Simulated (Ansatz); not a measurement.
# ZnS (Wurtzite-2H) (P6_3mc) in Ansatz: notebook

The runs below take ZnS (Wurtzite-2H) through relaxation of cell and atoms, single point, with RPBE+D3(BJ), exchange-only PBE, PBE.

Everything below comes from runs of Ansatz 0.2.0. Logs are shortened: lines on timing, memory, paths and dates and some standing lists are left out, and cuts for length are marked.

**Measured values to compare with.**

A printed reference work, monograph reports, for a bulk crystal of ZnS at 4 K: band gap 3.911 eV (direct).

How close the calculation comes is told below.

**1. The structure**

Symmetry: P6_3mc, No. 186, hexagonal system. The conventional cell has a = 3.811 Å, b = 3.811 Å, c = 6.234 Å, α = 90.00°, β = 90.00°, γ = 120.00°. Zn (site symmetry 3m) has 4 S at 2.31 to 2.40 Å as nearest neighbours. S (site symmetry 3m) is surrounded by 4 Zn at 2.31 to 2.40 Å.

**2. Relaxation of cell and atoms, RPBE+D3(BJ)**

Contents of input.yaml:

```yaml
crystal:
  lattice:
    - [3.811, 0.0, 0.0]
    - [-1.9055, 3.3004228138, 0.0]
    - [0.0, 0.0, 6.234]
  atoms:
    - { symbol: Zn, position: [0.6666666667, 0.3333333333, 0.5] }
    - { symbol: Zn, position: [0.3333333333, 0.6666666667, 0.0] }
    - { symbol: S, position: [0.6666666667, 0.3333333333, 0.885] }
    - { symbol: S, position: [0.3333333333, 0.6666666667, 0.385] }
hamiltonian:
  xc: rpbe
  pseudopotentials: { kind: paw }
  dispersion: d3bj
kpoints:
  mp_grid: { grid: [8, 8, 5] }
scf:
  occupations: { method: fermi_dirac, width: 0.05 }
output:
  forces: true
  stress: true
relax:
  f_tol: 0.01
  max_steps: 40
  cell: { stress_tol: 0.05 }
```

Potentials or basis: Ansatz PAW.

Run with:

```console
$ ansatz run input.yaml --threads 2 --pin off --max-ram 5120MiB --backend cpu --events-out ev --progress --plain --runs-dir out
```

What it wrote:

```text
Warning: RAYON_NUM_THREADS=2 ignored (pool sized by the plan → 2); use --threads N
Engine: ansatz 0.2.0, aarch64-unknown-linux-gnu
Pseudopotentials: kind: paw
Pseudopotential: Zn, paw, valence charge 12, recommended cutoff 420 eV (normal), Zn.paw.azcp
Pseudopotential: S, paw, valence charge 6, recommended cutoff 420 eV (normal), S.paw.azcp
Functional definition: RPBE
  parameter kappa = 0.804
  parameter beta = 0.06672455060314922
  exchange = rpbe_x(kappa = kappa, mu = beta*pi^2/3)
  correlation = pbe_c(beta = beta)
Crystal: 4 atoms, lattice volume = 78.411 Å³
Basis set: ecut = 420 eV, 1521 PW (Γ), exchange–correlation on 54×54×90 points (8 copies of the dense FFT grid, shifted against one another)
Bands: 22, of which v1, the nominal top of the filled ones, is band 18 counted from 1 (17 counted from 0)
Symmetry: 12 space group operations
Space group: P63mc (ITA 186), of the structure as read, at distance tolerance 4.3e-5 Å
k-points: 30 of 320 (time reversal used)
Non-local potential: Zn, projectors of the file, l = 0: 2, l = 1: 2, l = 2: 3, l = 3: 1
Non-local potential: S, projectors of the file, l = 0: 2, l = 1: 2, l = 2: 2
PAW form: soft (Blöchl's): semilocal exchange-correlation on the pseudo side does not see the compensation charge
PAW frozen core: Zn, regenerated for the run's functional, and the local potential with it (the file was generated under x = pbe(κ = 0.804, μ = 0.2195149727645171), c = pbe(β = 0.06672455060314922))
PAW frozen core: S, regenerated for the run's functional, and the local potential with it (the file was generated under x = pbe(κ = 0.804, μ = 0.2195149727645171), c = pbe(β = 0.06672455060314922))
PAW one-centre angular grid: Zn, 590 points (default); XC on 64 Gauss nodes
PAW one-centre angular grid: S, 110 points (default); XC on 64 Gauss nodes
Initial density: superposition of atomic densities (neutral atoms: chi_scale 0, normalization atom), corrected by the library's trained network
Initial wavefunctions: pseudopotential atomic-orbital guess
Functional: x = rpbe, c = pbe(β = 0.06672455060314922)
SCF iter   1: F=—  HF=-8467.648046 eV  |F-HF|=—  |Δ(HF+E_count)|=         —  Δρ=3.85e-3  dr2=6.29e-3  ethr=1.77e-3  ⟨swp⟩=5.7  Hψ=3118  notcnv=0
preconditioner: auto → Resta (q_TF=auto, 2.396 Å⁻¹)  ε∞=6.5  [insulator: Δε(μ)=2.425 eV  Ē_g=10.769 eV  σ=0.050 eV  W_gap=1.00  n_scr=22 (ndim 8)  ℏωp=25.2 eV  f_vac=0.040  D(μ)=0.00/eV (n_scr^D=0)  ε∞_Penn≈6.5]
SCF iter   2: F=—  HF=-8467.647116 eV  |F-HF|=—  |Δ(HF+E_count)|=   9.30e-4  Δρ=1.31e-3  dr2=1.30e-3  ethr=1.75e-5  ⟨swp⟩=2.0  Hψ=1461  notcnv=0
SCF iter   3: F=—  HF=-8467.647034 eV  |F-HF|=—  |Δ(HF+E_count)|=   8.19e-5  Δρ=9.75e-4  dr2=5.85e-4  ethr=3.62e-6  ⟨swp⟩=2.1  Hψ=1030  notcnv=0
SCF iter   4: F=—  HF=-8467.647243 eV  |F-HF|=—  |Δ(HF+E_count)|=   2.09e-4  Δρ=4.39e-4  dr2=1.61e-4  ethr=1.63e-6  ⟨swp⟩=1.0  Hψ=660  notcnv=0
SCF iter   5: F=—  HF=-8467.647334 eV  |F-HF|=—  |Δ(HF+E_count)|=   9.16e-5  Δρ=1.00e-4  dr2=1.12e-5  ethr=4.47e-7  ⟨swp⟩=2.0  Hψ=929  notcnv=0
SCF iter   6: F=—  HF=-8467.647279 eV  |F-HF|=—  |Δ(HF+E_count)|=   5.51e-5  Δρ=1.70e-5  dr2=4.04e-7  ethr=3.11e-8  ⟨swp⟩=2.0  Hψ=1200  notcnv=0
SCF iter   7: F=-8467.647281 eV  HF=-8467.647281 eV  |F-HF|=7.00e-8  |Δ(HF+E_count)|=   1.91e-6  Δρ=4.36e-6  dr2=2.01e-8  ethr=2.78e-10  ⟨swp⟩=5.0  Hψ=2543  notcnv=0
SCF 1 converged in 7 iterations: F = -8467.647281 eV  dr2 = 2.01e-8
relax step   1: F+E_penalty+E_count = -8467.64728140 eV  Δ(F+E_penalty+E_count) = +0.000e0 eV  max|allowed force component| = 3.333e-1 eV/Å  Δτ_max = 0.0000 Å  P = -5.438 GPa  Ω = 78.411 Å³  (7 SCF iters, dr2 threshold 1.00e-7 eV, accepted)
Crystal: 4 atoms, lattice volume = 74.971 Å³
Basis set: ecut = 420 eV, 1473 PW (Γ), exchange–correlation on 54×54×90 points (8 copies of the dense FFT grid, shifted against one another)
Initial density: handed on by an earlier stage of this run
Initial wavefunctions: those handed on with the density
iter 1 solved again at ethr=8.31e-6 eV; its pass at ethr=3.10e-3 eV (dr2=2.99e-3 eV) is discarded
SCF iter   1: F=—  HF=-8467.751729 eV  |F-HF|=—  |Δ(HF+E_count)|=         —  Δρ=2.22e-3  dr2=3.08e-3  ethr=8.31e-6  ⟨swp⟩=1.8  Hψ=4115  notcnv=0
preconditioner: auto → Resta (q_TF=auto, 2.414 Å⁻¹)  ε∞=6.5  [insulator: Δε(μ)=2.623 eV  Ē_g=10.936 eV  σ=0.050 eV  W_gap=1.00  n_scr=22 (ndim 8)  ℏωp=25.7 eV  f_vac=0.034  D(μ)=0.00/eV (n_scr^D=0)  ε∞_Penn≈6.5]
SCF iter   2: F=—  HF=-8467.751377 eV  |F-HF|=—  |Δ(HF+E_count)|=   3.52e-4  Δρ=1.09e-3  dr2=9.88e-4  ethr=8.31e-6  ⟨swp⟩=2.0  Hψ=1140  notcnv=0
SCF iter   3: F=—  HF=-8467.751596 eV  |F-HF|=—  |Δ(HF+E_count)|=   2.19e-4  Δρ=9.00e-4  dr2=3.32e-4  ethr=2.74e-6  ⟨swp⟩=2.0  Hψ=1131  notcnv=0
[... 29 lines left out ...]
relax step   4: F+E_penalty+E_count = -8467.78178895 eV  Δ(F+E_penalty+E_count) = -2.480e-3 eV  max|allowed force component| = 1.504e-2 eV/Å  Δτ_max = 0.0107 Å  P = -0.021 GPa  Ω = 72.529 Å³  energy of the carried Pulay correction = +3.205e-3 eV  (5 SCF iters, dr2 threshold 4.00e-7 eV, accepted)
Crystal: 4 atoms, lattice volume = 72.518 Å³
iter 1 solved again at ethr=4.88e-8 eV; its pass at ethr=3.10e-3 eV (dr2=1.76e-5 eV) is discarded
SCF iter   1: F=—  HF=-8467.781934 eV  |F-HF|=—  |Δ(HF+E_count)|=         —  Δρ=2.64e-4  dr2=2.04e-5  ethr=4.88e-8  ⟨swp⟩=3.0  Hψ=3612  notcnv=0
preconditioner: auto → Resta (q_TF=auto, 2.428 Å⁻¹)  ε∞=6.6  [insulator: Δε(μ)=2.743 eV  Ē_g=11.097 eV  σ=0.050 eV  W_gap=1.00  n_scr=22 (ndim 8)  ℏωp=26.2 eV  f_vac=0.033  D(μ)=0.00/eV (n_scr^D=0)  ε∞_Penn≈6.6]
SCF iter   2: F=—  HF=-8467.781884 eV  |F-HF|=—  |Δ(HF+E_count)|=   4.99e-5  Δρ=1.39e-4  dr2=6.25e-6  ethr=4.88e-8  ⟨swp⟩=1.3  Hψ=780  notcnv=0
SCF iter   3: F=—  HF=-8467.781885 eV  |F-HF|=—  |Δ(HF+E_count)|=   1.06e-6  Δρ=2.19e-5  dr2=3.27e-7  ethr=1.74e-8  ⟨swp⟩=2.8  Hψ=1284  notcnv=0
SCF iter   4: F=—  HF=-8467.781885 eV  |F-HF|=—  |Δ(HF+E_count)|=   8.60e-8  Δρ=2.15e-5  dr2=1.99e-7  ethr=9.07e-10  ⟨swp⟩=2.0  Hψ=1140  notcnv=0
SCF iter   5: F=—  HF=-8467.781885 eV  |F-HF|=—  |Δ(HF+E_count)|=   9.05e-8  Δρ=5.27e-6  dr2=1.55e-8  ethr=5.53e-10  ⟨swp⟩=2.0  Hψ=1042  notcnv=0
SCF iter   6: F=-8467.781885 eV  HF=-8467.781885 eV  |F-HF|=1.19e-9  |Δ(HF+E_count)|=   8.22e-9  Δρ=8.59e-7  dr2=4.81e-10  ethr=3.93e-11  ⟨swp⟩=4.1  Hψ=2415  notcnv=0
SCF 5 converged in 6 iterations: F = -8467.781885 eV  dr2 = 4.81e-10
relax step   5: F+E_penalty+E_count = -8467.78188499 eV  Δ(F+E_penalty+E_count) = -9.604e-5 eV  max|allowed force component| = 4.320e-4 eV/Å  Δτ_max = 0.0026 Å  P = +0.001 GPa  Ω = 72.518 Å³  energy of the carried Pulay correction = +3.211e-3 eV  (6 SCF iters, dr2 threshold 1.41e-8 eV, accepted)
Basis set: ecut = 420 eV, 1389 PW (Γ), exchange–correlation on 50×50×90 points (8 copies of the dense FFT grid, shifted against one another)
Initial wavefunctions: pseudopotential atomic-orbital guess (no wavefunctions were taken with the density)
iter 1 solved again at ethr=1.49e-7 eV; its pass at ethr=3.10e-3 eV (dr2=5.37e-5 eV) is discarded
SCF iter   1: F=—  HF=-8467.778677 eV  |F-HF|=—  |Δ(HF+E_count)|=         —  Δρ=1.43e-4  dr2=4.27e-6  ethr=1.49e-7  ⟨swp⟩=3.0  Hψ=5040  notcnv=0
preconditioner: auto → Resta (q_TF=auto, 2.428 Å⁻¹)  ε∞=6.6  [insulator: Δε(μ)=2.743 eV  Ē_g=11.097 eV  σ=0.050 eV  W_gap=1.00  n_scr=22 (ndim 8)  ℏωp=26.2 eV  f_vac=0.031  D(μ)=0.00/eV (n_scr^D=0)  ε∞_Penn≈6.6]
SCF iter   2: F=—  HF=-8467.778692 eV  |F-HF|=—  |Δ(HF+E_count)|=   1.58e-5  Δρ=2.23e-4  dr2=1.78e-5  ethr=1.19e-8  ⟨swp⟩=2.0  Hψ=1172  notcnv=0
SCF iter   3: F=—  HF=-8467.778690 eV  |F-HF|=—  |Δ(HF+E_count)|=   1.90e-6  Δρ=3.90e-5  dr2=4.24e-7  ethr=1.19e-8  ⟨swp⟩=2.0  Hψ=1140  notcnv=0
SCF iter   4: F=—  HF=-8467.778693 eV  |F-HF|=—  |Δ(HF+E_count)|=   2.58e-6  Δρ=7.79e-6  dr2=1.26e-8  ethr=1.18e-9  ⟨swp⟩=2.0  Hψ=1200  notcnv=0
SCF iter   5: F=—  HF=-8467.778693 eV  |F-HF|=—  |Δ(HF+E_count)|=   1.02e-7  Δρ=1.27e-6  dr2=3.81e-10  ethr=3.51e-11  ⟨swp⟩=2.0  Hψ=1201  notcnv=0
SCF iter   6: F=—  HF=-8467.778693 eV  |F-HF|=—  |Δ(HF+E_count)|=   2.11e-9  Δρ=2.85e-7  dr2=6.21e-11  ethr=1.00e-12  ⟨swp⟩=5.0  Hψ=2850  notcnv=0
SCF iter   7: F=-8467.778693 eV  HF=-8467.778693 eV  |F-HF|=2.18e-11  |Δ(HF+E_count)|=  2.62e-10  Δρ=8.32e-8  dr2=8.30e-12  ethr=1.00e-12  ⟨swp⟩=4.5  Hψ=2416  notcnv=0
SCF 6 converged in 7 iterations: F = -8467.778693 eV  dr2 = 8.30e-12
relax step   6: F+E_penalty+E_count = -8467.77869315 eV  Δ(F+E_penalty+E_count) = +3.192e-3 eV  max|allowed force component| = 4.812e-4 eV/Å  Δτ_max = 0.0000 Å  P = -0.005 GPa  Ω = 72.518 Å³  stress off target by 1.27e-2 GPa  SCF on the basis re-selected at this cell (its energy is not comparable with the rows above)  (7 SCF iters)
basis re-selected at this cell: Δ(F+E_penalty+E_count) = +3.192e-3 eV, ΔP = -0.006 GPa vs the last step (what re-selecting the basis moved, of the pressure what is left beyond the Pulay correction that the steps carried, after the strain that the cell walked since its last selection, with what the two solves' SCF thresholds leave and, on support functions, any second-order correction that the steps lacked; it is no measure of the basis error at this ecutwfc). The dense FFT grid was sized anew with the basis: this SCF ran on 25×25×45 points, the steps before it on 27×27×45, so part of this shift can come from that change (see relax.cell in the input reference). This SCF's stress stands 1.27e-2 GPa from its target on what of the cell is left free (relax.cell.stress_tol is 5.00e-2 GPa) and its largest allowed force component is 4.81e-4 eV/Å (relax.f_tol is 1.00e-2 eV/Å): within both
SCF converged after 7 iterations
Free energy (F): -8467.778693 eV
Harris-Foulkes:  -8467.778693 eV  (|F-HF|=2.18e-11)
Internal energy: -8467.778693 eV  (E = F + TS)
E sigma→0 (E₀):  -8467.778693 eV
Fermi energy:    8.463262 eV
--- Per-component energies (eV) ---
  E_band       = 45.544609
  E_kinetic    = 481.414065
  E_local      = -3976.899753  (includes V_loc(G=0)·N_el)
  E_nonlocal   = 1283.200389
  E_hartree    = 1669.501283
  E_xc         = -472.583531
  E_vxc        = -281.604618  (∫ρ·V_xc dr)
  E_paw        = -4872.045188  (= ΣΔE_a)
  E_vpaw       = -799.567401  (= ΣTr[D̂ρ^β])
  E_aug_tail   = -0.000741  (compensation charges beyond the density's cutoff)
  E_ewald      = -2575.236516
  E_disp       = -4.907575  (pairwise vdW)
  E_core_change = -0.221126  (= ΣΔE_core)
  E_smearing   = -0.000000  (= −TS)
  E_closure    = -0.000000  (closes the sum)
  Σ components = -8467.778693   (vs F -8467.778693, Δ=0.00e0)
--- Forces (eV/Å), atoms counted from 1 ---
  atom   1  Zn     0.00000000     0.00000000     0.00048112
  atom   2  Zn     0.00000000    -0.00000000     0.00048112
  atom   3  S      0.00000000     0.00000000    -0.00048124
  atom   4  S     -0.00000000    -0.00000000    -0.00048124
  max |Σ_I F_I| component: 2.34e-7 eV/Å
--- Stress (GPa, compression-positive) ---
       -0.001341       0.000000       0.000000
        0.000000      -0.001341       0.000000
        0.000000       0.000000      -0.012661
  P = ⅓ Tr σ = -0.0051 GPa (-0.051 kbar)
--- Relaxed structure (5 steps of the walk, 5 accepted, 1 SCFs on fresh bases) ---
  F+E_penalty+E_count = -8467.77869315 eV   max|allowed force component| = 4.812e-4 eV/Å   (the final SCF, on the basis selected at the relaxed cell)
  cell:  # Å, volume = 72.5180 Å³
    - [3.7122295704868815, 0.0, 5.716098938709745e-35]
    - [-1.8561147852434408, 3.214885112721435, 1.199281120504885e-34]
    - [9.350343947530304e-35, 2.8051031842590916e-34, 6.07638512299249]
  atoms:
    - { symbol: Zn, position: [0.6666666666666665, 0.33333333333333326, 0.5051100364924981] }
    - { symbol: Zn, position: [0.33333333333333326, 0.6666666666666665, 0.005110036492498173] }
    - { symbol: S, position: [0.6666666666666665, 0.33333333333333326, 0.8798899635075017] }
    - { symbol: S, position: [0.33333333333333326, 0.6666666666666665, 0.3798899635075018] }
```

It took 16 s on 2 threads of Arm Neoverse V1, shared host; peak memory 0.34 GiB.

What came out:

```yaml
Free_energy: -8467.7787 eV
Relaxed_volume: 18.13 Å³/atom
Relaxed_cell: a = 3.712 Å, b = 3.712 Å, c = 6.076 Å, α = 90.00°, β = 90.00°, γ = 120.00°
Space_group_after_relaxing_to_0.05_Å: P6_3mc (No. 186)
Energy_gained_by_relaxing: 32.9 meV/atom
Ionic_steps: 6
Pressure_after_relaxing: 0.0 GPa
Band_gap_on_the_k_mesh: 2.74 eV
```

Step by step:
| step | energy change (eV) | largest force (eV/Å) | volume (Å³) |
| --- | --- | --- | --- |
| 1 | 0.0000 | 0.3333 | 78.41 |
| 2 | -0.1042 | 0.2229 | 74.97 |
| 3 | -0.1320 | 0.0238 | 72.03 |
| 4 | -0.1345 | 0.0151 | 72.53 |
| 5 | -0.1346 | 0.0004 | 72.52 |
| 6 | -0.1314 | 0.0005 | 72.52 |

Final structure:
```
Zn S
1.0
     3.71223    0.00000    0.00000
    -1.85611    3.21489    0.00000
     0.00000    0.00000    6.07639
Zn S
2 2
Direct
  0.66667 0.33333 0.50511
  0.33333 0.66667 0.00511
  0.66667 0.33333 0.87989
  0.33333 0.66667 0.37989
```

Caveat: odd divisions of the mesh miss points on the zone boundary, where band edges often lie, so the gap on the mesh can be too wide; the plane-wave basis is chosen anew once the cell has moved, so the energies of steps on either side of that aren't comparable; the PAW data sets come from PBE, with cores solved anew for the run's functional, which leaves a small shift of forces and pressure. A hybrid or GW would open this gap; RPBE tends to underestimate it.

**3. Relaxation of cell and atoms, exchange-only PBE**

Edit input.yaml of step 2 so:

```diff
@@ -11,5 +11,4 @@
 hamiltonian:
-  xc: rpbe
+  xc: { exchange: pbe, correlation: none }
   pseudopotentials: { kind: paw }
-  dispersion: d3bj
 kpoints:
@@ -21,2 +20,6 @@
   stress: true
+  write_density: true
+  write_potential: true
+  elf: true
+  volumetric_format: npy
 relax:
```

Potentials or basis: Ansatz PAW.

Run with:

```console
$ ansatz run input.yaml --threads 2 --pin off --max-ram 5120MiB --backend cpu --events-out ev --progress --plain --runs-dir out
```

It took 26 s on 2 threads of Arm Neoverse V1, shared host; peak memory 0.37 GiB.

It converged, with:

```yaml
Free_energy: -8332.8307 eV
Relaxed_volume: 23.62 Å³/atom
Relaxed_cell: a = 4.051 Å, b = 4.051 Å, c = 6.649 Å, α = 90.00°, β = 90.00°, γ = 120.00°
Space_group_after_relaxing_to_0.05_Å: P6_3mc (No. 186)
Energy_gained_by_relaxing: 142.1 meV/atom
Ionic_steps: 8
Pressure_after_relaxing: 0.0 GPa
Band_gap_on_the_k_mesh: 1.39 eV, direct
```

Step by step:
| step | energy change (eV) | largest force (eV/Å) | volume (Å³) |
| --- | --- | --- | --- |
| 1 | 0.0000 | 0.3657 | 78.41 |
| 2 | -0.4466 | 0.2015 | 86.65 |
| 3 | -0.5549 | 0.0839 | 92.43 |
| 4 | -0.5633 | 0.0084 | 94.68 |
| 5 | -0.5635 | 0.0025 | 94.44 |
| 6 | -0.5683 | 0.0024 | 94.44 |
| 7 | -0.5683 | 0.0004 | 94.48 |
| 8 | -0.5683 | 0.0004 | 94.48 |

Final structure:
```
Zn S
1.0
     4.05081    0.00000    0.00000
    -2.02541    3.50811    0.00000
     0.00000    0.00000    6.64882
Zn S
2 2
Direct
  0.66667 0.33333 0.50514
  0.33333 0.66667 0.00514
  0.66667 0.33333 0.87986
  0.33333 0.66667 0.37986
```

Levels at points of the mesh, in eV from the valence-band top:
```
            k point  band 15  band 16  band 17  band 18  band 19  band 20  band 21  band 22
 (0.00, 0.00, 0.00)    -0.65    -0.06     0.00     0.00     1.39     2.74     6.35     6.35
(0.00, -0.50, 0.00)    -2.45    -1.64    -1.20    -0.65     3.66     3.69     5.26     6.61
```

Caveat: the volume moved by over 15 % at a fixed basis, so the end points are rough; odd divisions of the mesh miss points on the zone boundary, where band edges often lie, so the gap on the mesh can be too wide; the plane-wave basis is chosen anew once the cell has moved, so the energies of steps on either side of that aren't comparable; the volume moved by +20 % from the deposited cell, more than functionals usually miss; the PAW data sets come from PBE, with cores solved anew for the run's functional, which leaves a small shift of forces and pressure.

**4. Single point, PBE**

Edit input.yaml of step 3 so:

```diff
@@ -11,3 +11,3 @@
 hamiltonian:
-  xc: { exchange: pbe, correlation: none }
+  xc: pbe
   pseudopotentials: { kind: paw }
@@ -17,2 +17,4 @@
   occupations: { method: fermi_dirac, width: 0.05 }
+basis:
+  ecutwfc: "250 eV"
 output:
@@ -20,2 +22,3 @@
   stress: true
+  eigenvalues: true
   write_density: true
@@ -24,5 +27 @@
   volumetric_format: npy
-relax:
-  f_tol: 0.01
-  max_steps: 40
-  cell: { stress_tol: 0.05 }
```

Run with:

```console
$ ansatz run input.yaml --threads 2 --pin off --max-ram 5120MiB --backend cpu --events-out ev --progress --plain --runs-dir out
```

Wall time 2.3 s (2 threads of Arm Neoverse V1, shared host); peak memory 0.32 GiB.

Results (log left out):

```
Free energy            : -8443.0646 eV
Pressure               : 3.2 GPa
Largest force          : 0.312 eV/Å
Band gap on the k mesh : 2.34 eV, direct
```

Forces in eV/Å, atoms in the order of the input:
```
Zn   0.000  0.000  0.312
Zn   0.000  0.000  0.312
S    0.000  0.000 -0.312
S    0.000  0.000 -0.312
```

Stress tensor (GPa, compression positive):
```
3.95 0.00 0.00
0.00 3.95 0.00
0.00 0.00 1.77
```

Levels at points of the mesh, in eV from the valence-band top:
```tsv
k point	band 16	band 17	band 18	band 19	band 20	band 21
(0.00, 0.00, 0.00)	-0.02	-0.02	0.00	2.34	3.09	6.40
(0.00, -0.50, 0.00)	-2.22	-1.55	-0.97	3.71	4.35	5.26
```

Caveat: odd divisions of the mesh miss points on the zone boundary, where band edges often lie, so the gap on the mesh can be too wide; the pressure holds a Pulay correction of +31.4 GPa for the finite cutoff; the cutoff lies under the one recommended for these potentials.

**5. The runs side by side**

```tsv
task	level	cell	cutoff (eV)	gap on the mesh (eV)	pressure (GPa)	relaxed volume (Å³/atom)
relaxation of cell and atoms	RPBE+D3(BJ)	relaxed	420	2.74	0.0	18.13
relaxation of cell and atoms	exchange-only PBE	relaxed	420	1.39	0.0	23.62
single point	PBE	as given	250	2.34	3.2	-
```

Alike in all rows: potentials or basis Ansatz PAW; no spin polarisation; k mesh 8 × 8 × 5; smearing fermi-dirac 0.05 eV.

Caveats: odd divisions of the mesh miss points on the zone boundary, where band edges often lie, so the gap on the mesh can be too wide; the plane-wave basis is chosen anew once the cell has moved, so the energies of steps on either side of that aren't comparable (some runs); the PAW data sets come from PBE, with cores solved anew for the run's functional, which leaves a small shift of forces and pressure (some runs); the volume moved by over 15 % at a fixed basis, so the end points are rough (some runs); the volume moved by +20 % from the deposited cell, more than functionals usually miss (some runs); the pressure holds a Pulay correction of +31.4 GPa for the finite cutoff (some runs); the cutoff lies under the one recommended for these potentials (some runs).

Absolute energies hang on the potentials; compare differences alone.

**6. Against experiment**

Step 4. A measured gap of ZnS is 3.911 eV (direct; 4 K; a printed reference work, monograph); the calculated 2.34 eV misses it by -1.57 eV. The value is that of PBE, without temperature or zero-point motion. Semilocal functionals fall short of measured gaps as a rule.
